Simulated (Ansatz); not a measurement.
Crystal: CuO.

```
Cu O
1.0
    -2.34185    1.71130    0.00000
     0.85003    0.00000   -5.05787
    -2.34185   -5.13390    0.00000
Cu O
4 4
Cartesian
  -1.1500 -0.8247 -0.0030
  -3.4919 -2.5360 -0.0030
  -3.0669 -0.8247 -2.5320
  -3.0669 -4.2473 -2.5320
  -1.6834 -0.2483 -3.7964
  -1.6834 -3.6709 -3.7964
  -2.1084 0.3103 -1.2675
  -2.2756 -3.3602 -1.2432
```

Base run:

- Program: Ansatz 0.2.0
- Functional: PBE
- Potentials or basis: Ansatz PAW
- Cutoff: 420 eV (not typed: the program's choice for these potentials)
- k mesh: 7 × 4 × 4
- Occupations: fermi-dirac, width 0.05 eV
- Spin: no spin polarisation

Its results: band gap on the k mesh none (metal or under the smearing width); pressure 8.9 GPa; largest force 2.632 eV/Å.

**Question.** The run is repeated on the same cell with these changes: functional from PBE to r2SCAN; cutoff from 420 eV (not typed: the program's choice for these potentials) to 500 eV (not typed: the program's choice for these potentials); k mesh from 7 × 4 × 4 to 9 × 5 × 5. What comes out?

**Answer.** Band gap on the k mesh none (metal or under the smearing width); pressure 1.9 GPa; largest force 2.584 eV/Å.

Several settings changed at once, so the effect can't be laid on one alone.

Caveats: the run has no spin polarisation, though such a crystal can be magnetic; semilocal functionals often make such compounds metallic where correlation or magnetic order opens a gap, which also shifts bond lengths; forces of over 1 eV/Å show positions far from the minimum, so gaps and moduli don't describe the material at rest; the PAW data sets come from PBE, with cores solved anew for the run's functional, which leaves a small shift of forces and pressure (some runs).
